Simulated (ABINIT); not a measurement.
# Te2Mo in ABINIT: reference runs

How does Te2Mo come out in PBE? The cell is run as given.

Everything below comes from runs of ABINIT 10.8.3 (patched build). Logs are shortened: lines on timing, memory, paths and dates and some standing lists are left out, and cuts for length are marked. The log counts tension as positive stress, the text compression.

## Step 1: Starting point

The cell holds a slab with vacuum, 6 atoms: a = 3.560 Å, b = 3.560 Å, c = 24.811 Å, α = 90.00°, β = 90.00°, γ = 120.00°.

## Step 2: Single point, PBE

Input file run.abi:

```
# Pseudopotentials
pp_dirpath "./"
pseudos "Te.GGA_PBE-JTH.xml, Mo.GGA_PBE-JTH.xml"

# Structure
acell 3*1.0
rprim
     6.7281652806     0.0000000000     0.0000000000
    -3.3640826402     5.8267620538     0.0000000000
     0.0000000000     0.0000000000    46.8864907422
ntypat 2
znucl 52 42
natom 6
typat 1 1 1 1 2 2
xred
     0.3333333333     0.6666666667     0.2236394800
     0.6666666667     0.3333333333     0.9206288600
     0.6666666667     0.3333333333     0.7763605200
     0.3333333333     0.6666666667     0.0793711400
     0.6666666667     0.3333333333     0.1515414900
     0.3333333333     0.6666666667     0.8484585100

# Plane-wave basis
ecut 15.0
pawecutdg 30.0
pawxcdev 0

# k points
kptopt 1
ngkpt 9 9 2
nshiftk 1
shiftk 0.0 0.0 0.0

# Exchange and correlation
ixc 11

# Bands and occupations
nband 32
occopt 3
tsmear 0.05 eV

# SCF cycle
nstep 100
tolvrs 1.0e-9

# Output
iomode 3
prtwf 0
prtden 0
prteig 0
prtebands 0
enunit 1
```

Potentials or basis: JTH PAW PBE v2.0.

Command:

```bash
$ abinit run.abi > log 2>&1
```

run.abo:

```text
.Version 10.8.3 of ABINIT
 Symmetries : space group P-3 m 1 (#164); Bravais hP (primitive hexag.)
================================================================================
 Values of the parameters that define the memory need of the present run
     intxc =       0    ionmov =       0      iscf =      17    lmnmax =      18
     lnmax =       6     mgfft =     180  mpssoang =       3    mqgrid =   11561
     natom =       6  nloc_mem =       2    nspden =       1   nspinor =       1
    nsppol =       1      nsym =      12    n1xccc =       1    ntypat =       2
    occopt =       3   xclevel =       2
       mpw =        5136          nfft =      103680          nkpt =          24
 PAW method is used; the additional fine FFT grid is defined by:
   mgfftf=       240    nfftf =    311040
================================================================================
================================================================================

--------------------------------------------------------------------------------
------------- Echo of variables that govern the present computation ------------
--------------------------------------------------------------------------------
 -outvars: echo values of preprocessed input variables --------
            acell      1.0000000000E+00  1.0000000000E+00  1.0000000000E+00 Bohr
              amu      1.27600000E+02  9.59400000E+01
             ecut      1.50000000E+01 Hartree
           enunit           1
              ixc          11
         kptrlatt        9    0    0      0    9    0      0    0    2
          kptrlen      6.05534875E+01
            natom           6
            nband          32
            ngfft          24      24     180
          ngfftdg          36      36     240
             nkpt          24
            nstep         100
             nsym          12
           ntypat           2
           occopt           3
        pawecutdg      3.00000000E+01 Hartree
         pawxcdev           0
           prtden           0
        prtebands           0
           prteig           0
            prtwf           0
            rprim      6.7281652806E+00  0.0000000000E+00  0.0000000000E+00
                      -3.3640826402E+00  5.8267620538E+00  0.0000000000E+00
                       0.0000000000E+00  0.0000000000E+00  4.6886490742E+01
          spgroup         164
           tolvrs      1.00000000E-09
           tsmear      1.83746611E-03 Hartree
            typat      1  1  1  1  2  2
           useylm           1
           xangst      3.5279089000E-11  2.0555931268E+00  5.5487778175E+00
                       1.7801958677E+00  1.0277965634E+00  2.2841964203E+01
                       1.7801958677E+00  1.0277965634E+00  1.9262484566E+01
                       3.5279089000E-11  2.0555931268E+00  1.9692981802E+00
                       1.7801958677E+00  1.0277965634E+00  3.7599356703E+00
                       3.5279089000E-11  2.0555931268E+00  2.1051326713E+01
            xcart      6.6667816181E-11  3.8845080359E+00  1.0485670409E+01
                       3.3640826403E+00  1.9422540179E+00  4.3165056521E+01
                       3.3640826403E+00  1.9422540179E+00  3.6400820334E+01
                       6.6667816181E-11  3.8845080359E+00  3.7214342208E+00
                       3.3640826403E+00  1.9422540179E+00  7.1052486679E+00
                       6.6667816181E-11  3.8845080359E+00  3.9781242074E+01
             xred      3.3333333333E-01  6.6666666667E-01  2.2363948000E-01
                       6.6666666667E-01  3.3333333333E-01  9.2062886000E-01
                       6.6666666667E-01  3.3333333333E-01  7.7636052000E-01
                       3.3333333333E-01  6.6666666667E-01  7.9371140000E-02
                       6.6666666667E-01  3.3333333333E-01  1.5154149000E-01
                       3.3333333333E-01  6.6666666667E-01  8.4845851000E-01
            znucl       52.00000   42.00000

================================================================================

 chkinp: Checking input parameters for consistency.

================================================================================
== DATASET  1 ==================================================================

--- !DatasetInfo
iteration_state: {dtset: 1, }
dimensions: {natom: 6, nkpt: 24, mband: 32, nsppol: 1, nspinor: 1, nspden: 1, mpw: 5136, }
cutoff_energies: {ecut:  15.0, pawecutdg:  30.0, }
electrons: {nelect:   5.20000000E+01, charge:   0.00000000E+00, occopt:   3.00000000E+00, tsmear:   1.83746611E-03, }
meta: {optdriver: 0, ionmov: 0, optcell: 0, iscf: 17, paral_kgb: 0, }
...

 Exchange-correlation functional for the present dataset will be:
  GGA: Perdew-Burke-Ernzerhof functional - ixc=11
  J.P.Perdew, K.Burke, M.Ernzerhof, PRL 77, 3865 (1996)

 Real(R)+Recip(G) space primitive vectors, cartesian coordinates (Bohr,Bohr^-1):
[... 134 lines left out ...]
 reduced coordinates (array xred) for    6 atoms
       0.333333333333      0.666666666667      0.223639480000
       0.666666666667      0.333333333333      0.920628860000
       0.666666666667      0.333333333333      0.776360520000
       0.333333333333      0.666666666667      0.079371140000
       0.666666666667      0.333333333333      0.151541490000
       0.333333333333      0.666666666667      0.848458510000
 rms dE/dt=  1.4565E-01; max dE/dt=  3.1335E-01; dE/dt below (all hartree)
    1       0.000000000000      0.000000000000     -0.313354808486
    2       0.000000000000     -0.000000000000     -0.304304344805
    3      -0.000000000000     -0.000000000000      0.313354808486
    4      -0.000000000000     -0.000000000000      0.304304344805
    5      -0.000000000000      0.000000000000     -0.011735200411
    6      -0.000000000000     -0.000000000000      0.011735200411

 cartesian coordinates (angstrom) at end:
    1      0.00000000003528     2.05559312675567     5.54877781751223
    2      1.78019586765109     1.02779656337784    22.84196420296440
    3      1.78019586765109     1.02779656337784    19.26248456564225
    4      0.00000000003528     2.05559312675567     1.96929818019009
    5      1.78019586765109     1.02779656337784     3.75993567032418
    6      0.00000000003528     2.05559312675567    21.05132671283031

 cartesian forces (hartree/bohr) at end:
    1     -0.00000000000000    -0.00000000000000     0.00668326427348
    2     -0.00000000000000    -0.00000000000000     0.00649023503333
    3     -0.00000000000000     0.00000000000000    -0.00668326427348
    4     -0.00000000000000     0.00000000000000    -0.00649023503333
    5      0.00000000000000    -0.00000000000000     0.00025028958716
    6      0.00000000000000     0.00000000000000    -0.00025028958716
 frms,max,avg= 3.1064774E-03 6.6832643E-03   0.000E+00  0.000E+00  0.000E+00 h/b

 cartesian forces (eV/Angstrom) at end:
    1     -0.00000000000000    -0.00000000000000     0.34366726666606
    2     -0.00000000000000    -0.00000000000000     0.33374130404744
    3     -0.00000000000000     0.00000000000000    -0.34366726666606
    4     -0.00000000000000     0.00000000000000    -0.33374130404744
    5      0.00000000000000    -0.00000000000000     0.01287040804854
    6      0.00000000000000     0.00000000000000    -0.01287040804854
 frms,max,avg= 1.5974149E-01 3.4366727E-01   0.000E+00  0.000E+00  0.000E+00 e/A
 length scales=  1.000000000000  1.000000000000  1.000000000000 bohr
              =  0.529177210544  0.529177210544  0.529177210544 angstroms
 Fermi (or HOMO) energy (eV) =  -3.61257   Average Vxc (eV)=  -6.28994
 Eigenvalues (   eV  ) for nkpt=  24  k points:
 kpt#   1, nband= 32, wtk=  0.00617, kpt=  0.0000  0.0000  0.0000 (reduced coord)
 -64.86544  -64.86544  -39.00309  -39.00309  -38.90797  -38.90797  -38.90797  -38.90797
 -16.77097  -16.71510  -15.81073  -15.71975   -9.29576   -8.96412   -6.21449   -5.86225
  -5.86225   -5.86013   -5.86013   -5.42526   -5.06598   -5.06598   -5.06001   -5.06001
  -4.64403   -4.23849   -1.12795   -1.12794   -1.10596   -1.10595   -0.85848   -0.84845
 prteigrs : prtvol=0 or 1, do not print more k-points.

--- !EnergyTerms
iteration_state     : {dtset: 1, }
comment             : Components of total free energy in Hartree
kinetic             :  2.92476006829505E+01
hartree             :  3.93164195287886E+02
xc                  : -2.40034287778141E+01
Ewald energy        :  2.37534325052695E+02
psp_core            :  1.40338404575308E+01
local_psp           : -8.32904755773343E+02
PAW spherical_terms :  1.19028400488243E+01
internal            : -1.71025383021271E+02
'-kT*entropy'       : -1.53033063290952E-07
total_energy        : -1.71025383174304E+02
total_energy_eV     : -4.65383775942290E+03
...

--- !EnergyTermsDC
iteration_state     : {dtset: 1, }
comment             : '"Double-counting" decomposition of free energy'
band_energy         : -3.79319037472314E+01
Ewald energy        :  2.37534325052695E+02
psp_core            :  1.40338404575308E+01
xc_dc               : -3.95022710886668E+02
PAW spherical_terms :  1.03610683974987E+01
internal            : -1.71025380726176E+02
'-kT*entropy'       : -1.53033063290952E-07
total_energy_dc     : -1.71025380879209E+02
total_energy_dc_eV  : -4.65383769697016E+03
...

--- !EnergyTermsWithPAWCore
iteration_state     : {dtset: 1, }
comment             : 'Components of total free energy, including PAW core contributions'
Total energy        : -3.52764781215025E+04
Total energy DC     : -3.52764781192074E+04
Total energy (eV)   : -9.59921871562103E+05
Total energy DC (eV): -9.59921871499651E+05
...

 Cartesian components of stress tensor (hartree/bohr^3)
  sigma(1 1)= -2.30256001E-05  sigma(3 2)=  0.00000000E+00
  sigma(2 2)= -2.30256000E-05  sigma(3 1)=  0.00000000E+00
  sigma(3 3)= -4.93080161E-05  sigma(2 1)= -1.30637470E-13

-Cartesian components of stress tensor (GPa)         [Pressure=  9.3519E-01 GPa]
- sigma(1 1)= -6.77436544E-01  sigma(3 2)=  0.00000000E+00
- sigma(2 2)= -6.77436540E-01  sigma(3 1)=  0.00000000E+00
- sigma(3 3)= -1.45069192E+00  sigma(2 1)= -3.84348706E-09

== END DATASET(S) ==============================================================
================================================================================

 -outvars: echo values of variables after computation  --------
            acell      1.0000000000E+00  1.0000000000E+00  1.0000000000E+00 Bohr
           etotal     -1.7102538088E+02
            fcart     -2.7347340012E-28 -4.1205423672E-28  6.6832642735E-03
                      -3.5101311417E-28 -4.6693061866E-29  6.4902350333E-03
                      -1.9343240496E-28  1.8869773458E-28 -6.6832642735E-03
                      -3.5851695747E-29  1.4681839042E-28 -6.4902350333E-03
                       3.2683406355E-28 -2.2374159957E-27  2.5028958716E-04
                       5.2693655144E-28  2.3606471693E-27 -2.5028958716E-04
            rprim      6.7281652806E+00  0.0000000000E+00  0.0000000000E+00
                      -3.3640826402E+00  5.8267620538E+00  0.0000000000E+00
                       0.0000000000E+00  0.0000000000E+00  4.6886490742E+01
           strten     -2.3025600137E-05 -2.3025599981E-05 -4.9308016073E-05
                       0.0000000000E+00  0.0000000000E+00 -1.3063746974E-13
           xangst      3.5279089000E-11  2.0555931268E+00  5.5487778175E+00
                       1.7801958677E+00  1.0277965634E+00  2.2841964203E+01
                       1.7801958677E+00  1.0277965634E+00  1.9262484566E+01
                       3.5279089000E-11  2.0555931268E+00  1.9692981802E+00
                       1.7801958677E+00  1.0277965634E+00  3.7599356703E+00
                       3.5279089000E-11  2.0555931268E+00  2.1051326713E+01
             xred      3.3333333333E-01  6.6666666667E-01  2.2363948000E-01
                       6.6666666667E-01  3.3333333333E-01  9.2062886000E-01
                       6.6666666667E-01  3.3333333333E-01  7.7636052000E-01
                       3.3333333333E-01  6.6666666667E-01  7.9371140000E-02
                       6.6666666667E-01  3.3333333333E-01  1.5154149000E-01
                       3.3333333333E-01  6.6666666667E-01  8.4845851000E-01
 Calculation completed.
```

Run time: 5.9 min. Hardware: 1 thread of Arm Neoverse V2, shared host; peak memory 0.28 GiB.

What came out:

```yaml
Free_energy: -4653.8377 eV
Largest_force: 0.344 eV/Å
Band_gap_on_the_k_mesh: 1.02 eV, direct
Valence_electrons_inside_the_program's_atomic_spheres: Te 3.17, 3.18; Mo 11.26
```

Forces on the atoms (eV/Å):
```
Te   0.000  0.000  0.344
Te   0.000  0.000  0.334
Te   0.000  0.000 -0.344
Te   0.000  0.000 -0.334
Mo   0.000  0.000  0.013
Mo   0.000  0.000 -0.013
```

Levels at points of the mesh, in eV from the valence-band top:
```tsv
k point	band 23	band 24	band 25	band 26	band 27	band 28	band 29	band 30
(0.00, 0.00, 0.00)	-0.94	-0.94	-0.53	-0.12	2.99	2.99	3.01	3.01
(0.00, 0.00, 0.50)	-0.94	-0.94	-0.53	-0.12	2.99	2.99	3.01	3.01
```

Caveat: spin-orbit coupling is left out, which moves the levels of the heavy elements. Expect the measured gap to be larger: semilocal functionals such as PBE lack the derivative discontinuity.
